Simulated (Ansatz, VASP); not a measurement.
Two plane-wave programs on RbBr

File INCAR:

```
PREC     = Accurate       # precision mode
ENCUT    = 520            # plane-wave cutoff, eV
EDIFF    = 1E-7           # SCF threshold, eV
ISMEAR   = 0              # smearing method
SIGMA    = 0.01           # smearing width, eV
LREAL    = F              # projectors in reciprocal space
LASPH    = T              # aspherical terms in the spheres
NELM     = 60             # most SCF steps
ALGO     = Normal         # electronic algorithm
ISIF     = 2              # what is computed and relaxed
LWAVE    = F              # write WAVECAR
LCHARG   = F              # write CHGCAR
GGA      = PE             # functional
NBANDS   = 15             # bands
```

The input KPOINTS:

```
regular mesh
0
Gamma
  3 3 3
```

Contents of POSCAR:

```
RbBr
1.0
    0.0000000000      3.4270000000      3.4270000000
    3.4270000000      0.0000000000      3.4270000000
    3.4270000000      3.4270000000      0.0000000000
Rb Br
1 1
Direct
    0.9936000000      0.0126600000      0.0080500000
    0.5405455967      0.4792655967      0.4589644033
```

Input for Ansatz:

```yaml
crystal:
  lattice:
    - [0.0, 3.427, 3.427]
    - [3.427, 0.0, 3.427]
    - [3.427, 3.427, 0.0]
  atoms:
    - { symbol: Rb, position: [0.9936, 0.01266, 0.00805] }
    - { symbol: Br, position: [0.5405455967318354, 0.4792655967318354, 0.45896440326816457] }
basis:
  ecutwfc: 540.0
  xc_grid: 2
kpoints:
  mp_grid:
    grid: [3, 3, 3]
hamiltonian:
  xc: pbe
scf:
  convergence:
    dr2_threshold: 1.0e-09
  occupations:
    method: fixed
output:
  forces: true
  stress: true
```

Alike in both runs: task single point; functional PBE; k mesh 3 × 3 × 3; no spin polarisation.

|  | VASP | Ansatz |
| --- | --- | --- |
| version | VASP 6.6.1 | Ansatz 0.2.0 |
| potentials or method | VASP PAW PBE potentials, release 64 (Rb_sv, Br) | plane waves, PAW |
| plane-wave cutoff (eV) | 520 | 540 |
| occupations | gaussian, width 0.01 eV | fixed |
| valence electrons in the cell | 16 | 16 |

|  | VASP | Ansatz | Ansatz less VASP |
| --- | --- | --- | --- |
| pressure (GPa) | 1.5 | 1.4 | -0.03 |
| largest component of the traceless stress (GPa) | 1.05 | 1.03 | -0.012 |
| rms of the force components (eV/Å) | 0.253 | 0.251 | -0.0028 |

Atom by atom the forces differ by 0.003 eV/Å (rms over components). Ansatz warned: «stress_scf_threshold_loose».

Caveats: the k mesh is coarse (spacing up to 0.53 Å⁻¹), so the values aren't converged.
